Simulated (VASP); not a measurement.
Input of a VASP 6.6.1 run:

Contents of INCAR:

```
SYSTEM = WC
ALGO = Normal
EDIFF = 1E-6
ENCUT = 520
GGA = PS
ISIF = 2
ISMEAR = 0
LASPH = .True.
LCHARG = .False.
LREAL = .False.
LWAVE = .False.
NBANDS = 16
NELM = 100
PREC = Accurate
SIGMA = 0.15
```

KPOINTS

```
k-points
0
Gamma
  18 18 18
  0 0 0
```

Contents of POSCAR:

```
WC
1.0
    0.0000000000      2.1926840000      2.1926840000
    2.1926840000      0.0000000000      2.1926840000
    2.1926840000      2.1926840000      0.0000000000
W C
1 1
Direct
    0.0000000000      0.0000000000      0.0000000000
    0.5000000000      0.5000000000      0.5000000000
```

Potentials or basis: VASP PAW PBE potentials, release 64 (W_sv, C).

Launch:

```bash
$ cat potpaw_PBE.64/W_sv/POTCAR potpaw_PBE.64/C/POTCAR > POTCAR
$ mpirun -np 1 vasp_std > vasp.out
```

Task: Predict the pressure.

Result: -9.1 GPa.

Task: What does it give for the band gap on the k mesh?

Result: None (metal or under the smearing width).

Caveat: the PAW data sets were made with another functional, which shifts forces and pressure a little. Spin-orbit coupling is left out, which matters for the levels of W.
